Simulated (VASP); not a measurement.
Crystal: HgTe (Coloradoite).

```
Hg Te
1.0
     0.00000    3.21450    3.21450
     3.21450    0.00000    3.21450
     3.21450    3.21450    0.00000
Hg Te
1 1
Direct
  0.00000 0.00000 0.00000
  0.75000 0.75000 0.75000
```

```yaml
Program: VASP 6.6.1
Task: relaxation of cell and atoms
Functional: PBE
Potentials_or_basis: VASP PAW PBE potentials, release 64 (Hg, Te)
Cutoff: 580 eV
k_mesh: 7 × 7 × 7
Occupations: fermi-dirac, width 0.05 eV
Spin: no spin polarisation
```

At the start: pressure 4.6 GPa; volume 33.22 Å³/atom.

Where does the relaxation end?

Over 3 steps the energy falls by 47.4 meV/atom and the volume is 36.83 Å³/atom (+10.9 %); space group F-43m (No. 216, to 0.05 Å).

Step by step:
```tsv
step	energy change (eV)	largest force (eV/Å)	pressure (GPa)	volume (Å³)
1	0.0000	0.0000	4.65	66.43
2	-0.0867	0.0000	-1.03	76.14
3	-0.0949	0.0000	0.02	73.65
```

Final structure:
```
Hg Te
1.0
     0.00000    3.32700    3.32700
     3.32700    0.00000    3.32700
     3.32700    3.32700    0.00000
Hg Te
1 1
Direct
  0.00000 0.00000 0.00000
  0.75000 0.75000 0.75000
```

Caveat: the volume moved by +11 % from the deposited cell, more than functionals usually miss.
